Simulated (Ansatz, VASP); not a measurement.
Two plane-wave programs on Ru

```xyz
1
Lattice="-1.5092 1.5092 1.5092 1.5092 -1.5092 1.5092 1.5092 1.5092 -1.5092" Properties=species:S:1:pos:R:3 pbc="T T T"
Ru    0.0000    0.0000    0.0000
```

Alike in both runs: task single point; functional PBEsol; k mesh 20 × 20 × 20; occupations gaussian, width 0.1 eV; no spin polarisation.

|  | VASP | Ansatz |
| --- | --- | --- |
| version | VASP 6.6.1 | Ansatz 0.2.0 |
| potentials or method | VASP PAW PBE potentials, release 64 (Ru_pv) | scalar-relativistic, plane waves, PAW |
| plane-wave cutoff (eV) | 520 | 420 |
| valence electrons in the cell | 14 | 16 |

|  | VASP | Ansatz | Ansatz less VASP |
| --- | --- | --- | --- |
| gap on the k mesh at the Fermi level (eV) | none | none | - |
| pressure (GPa) | -0.1 | 0.0 | +0.14 |

A gap of «none» marks a metal or a gap that the smearing closes. The functional is the same, so the differences come from potentials, cutoffs and numerics. The two sets of potentials don't hold the same shells in valence.

Caveats: the PAW data sets were made with another functional, which shifts forces and pressure a little (VASP).
